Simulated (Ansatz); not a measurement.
# A defect in a wire: Rh wire along [110], 4 atoms a period, Zn in place of one Rh, part 2 of 5

What does the defect do to the conductance?

Ansatz 0.2.0; DFT PBE, plane waves, PAW; relaxation of a wire's period (the session's first sound run).

So far. Step 2 (The relaxed wire): The cell's length comes to 2.515 Å with an absolute moment of 1.72 μB a cell.

## Step 3: The wire at its relaxed period

This step: DFT PBE, plane waves, PAW; channels and complex bands of a perfect wire (Ansatz 0.2.0).

At the relaxed period the Bloch states of the perfect wire are found at each energy: those that move forward count the open channels, and those that decay describe how a disturbance dies away inside the wire itself. An energy step of 0.035 eV is under the 0.039 eV that the program asks for its thermal average at 300 K.

File input.yaml:

```yaml
crystal:
  lattice:
    - [8.715, 0.0, 0.0]
    - [0.0, 10.862, 0.0]
    - [0.0, 0.0, 2.5147952622]
  atoms:
    - { symbol: Rh, position: [0.407171114, 0.421839195, 0.0], spin: 0.37 }
    - { symbol: Rh, position: [0.661322864, 0.356015852, 0.5], spin: 0.38 }
    - { symbol: Rh, position: [0.592828886, 0.578191044, 0.5], spin: 0.37 }
    - { symbol: Rh, position: [0.338677136, 0.644014387, 0.0], spin: 0.38 }
magnetization:
  spin_polarized: true
kpoints:
  mp_grid: { grid: [1, 1, 32] }
scf:
  occupations: { method: fermi_dirac, width: 0.05 }
hamiltonian:
  xc: pbe
output:
  transmission:
    e_range: [-1.26, 1.26]
    de: 0.035
    kmesh: [1, 1]
    reduced_basis: true
    leads: [[0, 0]]
basis:
  ecutwfc: "350 eV"
```

Launch:

```console
ansatz run input.yaml --threads 4 --pin off --max-ram 16384MiB --backend cpu --events-out ev --progress --plain --runs-dir out
```

Numbers of over 12 decimals in the logs are rounded to 6 here.

Output:

```text
Warning: basis.ecutwfc = 350 eV is below the records' recommended 420 eV, and the density's cutoff is lower with it unless basis.ecutrho_ratio is high enough to keep the records' density cutoff: compare with a run at a higher cutoff
[...]
Crystal: 4 atoms, lattice volume = 238.056 Å³
Basis set: ecut = 350 eV, 3553 PW (Γ)
Bands: 42, of which v1, the nominal top of the filled ones, is band 34 counted from 1 (33 counted from 0)
Symmetry: 4 space group operations
[...]
k-points: 17 of 32
[...]
Starting moments: Σ|m| = 1.5 μB on 4 of 4 sites
[...]
SCF iter   1: F=—  HF=-25606.746313 eV  |F-HF|=—  |Δ(HF+E_count)|=         —  Δρ=2.19e-2 (↑2.02e-2 ↓2.19e-2)  dr2=6.06e0  dr2_m=8.54e-2  M=1.596 μB ∫|m|=1.604 μB  β_m=0.30  ethr=3.10e-3  ⟨swp⟩=8.3  Hψ=6387  notcnv=0  defer=4
[...]
SCF iter  11: F=-25604.666473 eV  HF=-25604.666473 eV  |F-HF|=9.06e-10  |Δ(HF+E_count)|=   1.35e-8  Δρ=1.15e-6 (↑1.10e-6 ↓1.15e-6)  dr2=3.71e-9  dr2_m=1.05e-9  M=1.726 μB ∫|m|=1.785 μB  ethr=6.32e-11  ⟨swp⟩=5.6  Hψ=4818  notcnv=0
SCF 1 converged in 11 iterations: F = -25604.666473 eV  dr2 = 3.71e-9
[...]
transmission: 6 of 36 steps passed
transmission: 9 of 36 steps passed
[...]
transmission: 36 of 36 steps passed
SCF converged after 11 iterations
Magnetization: 1.7256 μB (34.8628 up, 33.1372 down)
Absolute magnetization: 1.7845 μB (∫|ρ↑−ρ↓|, with the PAW one-centre terms)
[...]
Per-site moments (μB) at R_I (Å): [(0.386663, 1.025473), (0.394407, 1.025473), (0.386663, 1.025473), (0.394407, 1.025473)]
Free energy (F): -25604.666473 eV
[...]
Internal energy: -25604.595239 eV  (E = F + TS)
E sigma→0 (E₀):  -25604.630856 eV
Entropy (-TS):   -0.071234 eV (-17.809 meV/atom)
Fermi energy:    1.618249 eV
[...]
--- Band table (eV; the first three rows and the last of 34) ---
  k-point 0 ↑: bands = [... 30 lower, 0.8442, 1.1508, 1.2692, 1.6669, 1.8246, 1.8484, 2.1511, 2.2793, ... 4 higher]
  k-point 1 ↑: bands = [... 30 lower, 0.7753, 1.1866, 1.2819, 1.6036, 1.7344, 1.9509, 2.1010, 2.2553, ... 4 higher]
  k-point 2 ↑: bands = [... 30 lower, 0.7026, 1.2336, 1.2626, 1.4325, 1.7026, 1.9627, 1.9976, 2.0257, ... 4 higher]
  k-point 16 ↓: bands = [... 30 lower, 1.6015, 1.6015, 1.7961, 1.7961, 2.9092, 2.9092, 5.5395, 5.5395, ... 4 higher]
--- Transmission ---
  basis      : 699 plane waves across, 3 finite elements along
  points     : 1, standing for a mesh of 1 x 1
  filling    : by the input's occupations and mesh, since the crystals that have channels conduct as metals do. If one of these is a semiconductor, that mesh has misplaced its level
  energies   : 73 from -1.260000 to 1.260000 eV about the Fermi level, 0.035000 eV apart; the leads are filled to 0.000000 eV, and channels, transmission and decay are at 0.000000 eV
  crystal 0  : Rh4, at the sites [0, 0], period 2.5148 Å: whole cells are its period
    offset         : up to 0.0000 Å between an atom of the period and one for which it stands
    filled         : 1.8 meV over the level at which it is neutral
    channels       : 5.000000e0 up, 9.000000e0 down
    conductance    : 5.2695e14 S/m² at 300 K; may be off by some 0.0 % by where its bands' edges are placed, 0.2 % from the distance to neutral
```

Elapsed: 3.6 min, on 4 threads of Arm Neoverse V1, shared host; peak memory 1.2 GiB.

The column dr2 measures how far the density is from self-consistency, as an energy; F and HF (Harris–Foulkes) agree once it is small.

Numbers from this step:

| Item | Value |
| --- | --- |
| energy at zero smearing | -25604.6309 eV |
| total moment | 1.726 μB |
| absolute moment | 1.784 μB |
| channels at the energy nearest the Fermi level, spin up | 5 |
| channels at the energy nearest the Fermi level, spin down | 9 |
| conductance of the lead as this run defines it | 6.438 G₀ |
| band gap | 0 eV |

Open channels of the lead against energy, zero at the Fermi level:

```
energy (eV)  spin up  spin down
      -1.26        7          8
      -1.19        7          8
      -1.08        8         10
      -1.01        8          9
      -0.91        8          7
      -0.84       10          7
      -0.73        9          8
      -0.67        9          8
      -0.56        9         10
      -0.49        9         10
      -0.39        8          9
      -0.32        5          9
      -0.21        7          9
      -0.14        5         10
      -0.04        5          9
       0.00        5          9
       0.04        5          7
       0.14        6          5
       0.21        5          7
       0.32        8          5
       0.39        6          6
       0.49        6          6
       0.56        5          6
       0.67        6          6
       0.73        6          6
       0.84        5          5
       0.91        5          5
       1.01        5          6
       1.08        3          5
       1.19        4          5
       1.26        4          5
```

Spin up; the slowest values at each energy, most degenerate partners merged, listed up to 1.5 1/Å. Im kz of the slowest decaying states against energy, zero at the Fermi level:

```
energy (eV)  decay 1 (Å⁻¹)  decay 2 (Å⁻¹)  decay 3 (Å⁻¹)  decay 4 (Å⁻¹)
     -1.190         0.0323         0.0388          0.118          0.135
     -1.015         0.0718          0.169          0.232          0.246
     -0.805          0.106          0.183          0.273          0.327
     -0.595         0.0832          0.153          0.167          0.203
     -0.385        0.00368         0.0386         0.0852          0.162
     -0.210          0.100          0.157          0.167          0.358
      0.000         0.0857          0.170          0.199          0.263
      0.210         0.0065         0.0534          0.118          0.253
      0.385         0.0204          0.163          0.366          0.403
      0.595         0.0556         0.0846          0.194          0.407
      0.805         0.0322          0.145          0.162          0.210
      1.015         0.0500          0.196          0.196          0.213
      1.190          0.147          0.202          0.219          0.219
```

Spin down; the slowest values at each energy, most degenerate partners merged, listed up to 1.5 1/Å. The Im kz of the slowest decaying states by energy, zero at the Fermi level:

```
energy (eV)  decay 1 (Å⁻¹)  decay 2 (Å⁻¹)  decay 3 (Å⁻¹)  decay 4 (Å⁻¹)
     -1.190         0.0671          0.141          0.273          0.276
     -1.015        0.00905          0.114          0.183          0.289
     -0.805         0.0431          0.108          0.162          0.247
     -0.595          0.169          0.180          0.316          0.357
     -0.385          0.052         0.0770          0.176          0.284
     -0.210         0.0555          0.146          0.166          0.214
      0.000         0.0816         0.0825          0.181          0.454
      0.210          0.101          0.127          0.214          0.375
      0.385         0.0691          0.122          0.167          0.285
      0.595         0.0211          0.143          0.305          0.339
      0.805         0.0813          0.177          0.383          0.406
      1.015         0.0742          0.137          0.193          0.419
      1.190         0.0350          0.160          0.176          0.194
```

By hand: the program gives 5.2695 × 10^14 S/m² over the cell's cross-section of 94.66 Å² = 9.466 × 10^-19 m², so one cell conducts 4.988 × 10^-4 S. Divided by G0 = 2e²/h = 7.748 × 10^-5 S this is 6.44 G0, a resistance of 2.00 kΩ.

At the computed energy nearest the Fermi level there are 5 spin-up and 9 spin-down channels, and the thermal average gives 6.44 G₀.

(Continued in part 3 of 5.)

[Logs are printed without paths, hosts, clocks, repeated set-up lines and the standing remarks that a program may print on its own settings, such as how far it seeks lower states.]

[Hosts, paths, dates, database ids (printed as entryN), source tags and the programs' standing remarks are cut or masked in the printed files.]
